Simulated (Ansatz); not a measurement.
Input for Ansatz (plane-wave DFT, PAW):

```yaml
crystal:
  lattice:
    - [3.1790529551, 0.0, 0.0]
    - [-1.5895264776, 2.7531406191, 0.0]
    - [0.0, 0.0, 3.1733601638]
  atoms:
    - { symbol: Mg, position: [0.0, 0.0, 0.0] }
basis:
  ecutwfc: 420
kpoints:
  mp_grid: { grid: [15, 15, 14] }
hamiltonian:
  xc: pbesol
scf:
  occupations: { method: gaussian, width: 0.1 }
output:
  forces: true
  stress: true
  eigenvalues: true
  populations: true
```

Launched with
```bash
ansatz run input.yaml --threads 1 --pin off --max-ram 1331MiB --backend cpu --events-out ev --progress --plain --runs-dir out
```

These are results of DFT PBEsol, scalar-relativistic, plane waves, PAW (Ansatz 0.2.0), not measurements.

Part of what the program printed, abridged:

```
Pseudopotentials: kind: paw
Pseudopotential: Mg, paw, valence charge 10, recommended cutoff 420 eV (normal)
Functional definition: PBEsol
Crystal: 1 atom, lattice volume = 27.774 Å³
Basis set: ecut = 420 eV, 551 PW (Γ), exchange–correlation on 48×48×48 points (8 copies of the dense FFT grid, shifted against one another)
Bands: 9, of which v1, the nominal top of the filled ones, is band 5 counted from 1 (4 counted from 0)
Symmetry: 24 space group operations
Space group: P6/mmm (ITA 191), of the structure as read, at distance tolerance 3.0e-5 Å
k-points: 216 of 3150
Initial density: superposition of atomic densities (neutral atoms: chi_scale 0, normalization atom), corrected by the library's trained network
Initial wavefunctions: pseudopotential atomic-orbital guess
Functional: x = pbesol(κ = 0.804, μ = 0.12345679), c = pbesol(β = 0.046)
SCF iter   1: F=—  HF=-1911.794938 eV  |F-HF|=—  |Δ(HF+E_count)|=         —  Δρ=1.56e-3  dr2=2.74e-4  ethr=1.77e-3  ⟨swp⟩=5.6  Hψ=13635  notcnv=0
SCF iter   2: F=—  HF=-1911.794643 eV  |F-HF|=—  |Δ(HF+E_count)|=   2.95e-4  Δρ=7.02e-4  dr2=6.16e-5  ethr=2.74e-6  ⟨swp⟩=2.1  Hψ=4638  notcnv=0
SCF iter   3: F=—  HF=-1911.794610 eV  |F-HF|=—  |Δ(HF+E_count)|=   3.30e-5  Δρ=1.23e-4  dr2=2.85e-6  ethr=6.16e-7  ⟨swp⟩=2.0  Hψ=2983  notcnv=0  defer=5
SCF iter   4: F=—  HF=-1911.794613 eV  |F-HF|=—  |Δ(HF+E_count)|=   2.68e-6  Δρ=1.62e-4  dr2=3.39e-6  ethr=2.85e-8  ⟨swp⟩=2.0  Hψ=3010  notcnv=0  defer=5
SCF iter   5: F=—  HF=-1911.794609 eV  |F-HF|=—  |Δ(HF+E_count)|=   3.47e-6  Δρ=3.44e-5  dr2=1.48e-7  ethr=2.85e-8  ⟨swp⟩=2.0  Hψ=2854  notcnv=0  defer=5
SCF iter   6: F=-1911.794609 eV  HF=-1911.794609 eV  |F-HF|=4.32e-9  |Δ(HF+E_count)|=   1.53e-7  Δρ=4.57e-6  dr2=2.69e-9  ethr=1.00e-9  ⟨swp⟩=5.1  Hψ=8820  notcnv=0
SCF 1 converged in 6 iterations: F = -1911.794609 eV  dr2 = 2.69e-9
SCF converged after 6 iterations
Free energy (F): -1911.794609 eV
Harris-Foulkes:  -1911.794609 eV  (|F-HF|=4.32e-9)
Internal energy: -1911.792919 eV  (E = F + TS)
E sigma→0 (E₀):  -1911.793764 eV
Entropy (-TS):   -0.001690 eV (-1.690 meV/atom)
Fermi energy:    4.141388 eV
--- Per-component energies (eV) ---
  E_band       = -372.349272
  E_kinetic    = 73.934213
  E_local      = -1709.154388  (includes V_loc(G=0)·N_el)
  E_nonlocal   = 96.650661
  E_hartree    = 614.741734
  E_xc         = -27.433110
  E_vxc        = -35.554472  (∫ρ·V_xc dr)
  E_paw        = -281.666018  (= ΣΔE_a)
  E_vpaw       = -27.710666  (= ΣTr[D̂ρ^β])
  E_aug_tail   = -0.000002  (compensation charges beyond the density's cutoff)
  E_ewald      = -678.924872
  E_core_change = 0.058862  (= ΣΔE_core)
  E_smearing   = -0.001690  (= −TS)
--- Forces (eV/Å), atoms counted from 1 ---
  atom   1  Mg     0.00000000     0.00000000     0.00000000
--- Stress (GPa, compression-positive) ---
       -2.595847       0.000000       0.000000
        0.000000      -2.595847       0.000000
        0.000000       0.000000      -2.073947
  P = ⅓ Tr σ = -2.4219 GPa (-24.219 kbar)
--- Band table (eV; the first three rows and the last of 216) ---
  k-point 0: bands = ["-71.7618", "-38.7105", "-38.6836", "-38.6836", "-2.0149", "11.7211", "12.1098", "15.9432", "15.9432"]
  k-point 1: bands = ["-71.7618", "-38.7114", "-38.6835", "-38.6835", "-1.9392", "10.1344", "13.7382", "16.0073", "16.0073"]
  k-point 2: bands = ["-71.7616", "-38.7139", "-38.6834", "-38.6834", "-1.7126", "8.4479", "15.5212", "16.1967", "16.1967"]
  k-point 215: bands = ["-71.7585", "-38.7245", "-38.6997", "-38.6997", "6.9540", "6.9540", "7.4836", "8.8225", "8.8225"]
--- Löwdin populations: 1 site ---
  site symbol q [e]
     0     Mg      9.5123
  spilling = 0.048768 (of n_electrons = 10.000000)
```

The calculation finished and met its thresholds.